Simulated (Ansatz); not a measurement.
Hg, DFT, LDA, all-electron PAW with datasets made for the crystal, scalar-relativistic (Ansatz 0.2.0), run on 1 thread of Intel(R) Xeon(R) Platinum 8488C (Sapphire Rapids) on a shared host.

The geometry is COD entry 1541226, unchecked; take it as a test cell. The listed cell was then made from it by scaling, straining or moving an atom.

Command: `ansatz run input.yaml --threads 1 --pin off --max-ram 3072MiB --backend cpu --events-out ev --progress --plain --runs-dir out`

```yaml
crystal:
  lattice:
    - [1.6954004462, 0.978839904, 2.234]
    - [-1.6954004462, 0.978839904, 2.234]
    - [0.0, -1.957679808, 2.234]
  atoms:
    - { symbol: Hg, position: [0.0, 0.0, 0.0] }
kpoints:
  mp_grid: { grid: [12, 12, 12] }
scf:
  occupations: { method: fermi_dirac, width: 0.03 }
hamiltonian:
  xc: lda
  pseudopotentials: { kind: all_electron, datasets: crystal }
output:
  forces: true
  stress: true
  eigenvalues: true
  efg: { contact_densities: true }
```

Question: How large is the problem that the program sets up?

Answer: 189 irreducible k-points, 209 plane waves at Γ, 10 bands.

Question: About how long does it take, and how much memory does it use?

Answer: 6 s of wall time for 7 SCF iterations, with a peak of 0.4 GiB. Times on shared machines scatter by tens of per cent.

Question: And the same cell and mesh by PAW with the default files, asked for forces, stress, eigenvalues, efg, on the same hardware?

Answer: 3.1 s, peak memory 0.42 GiB.
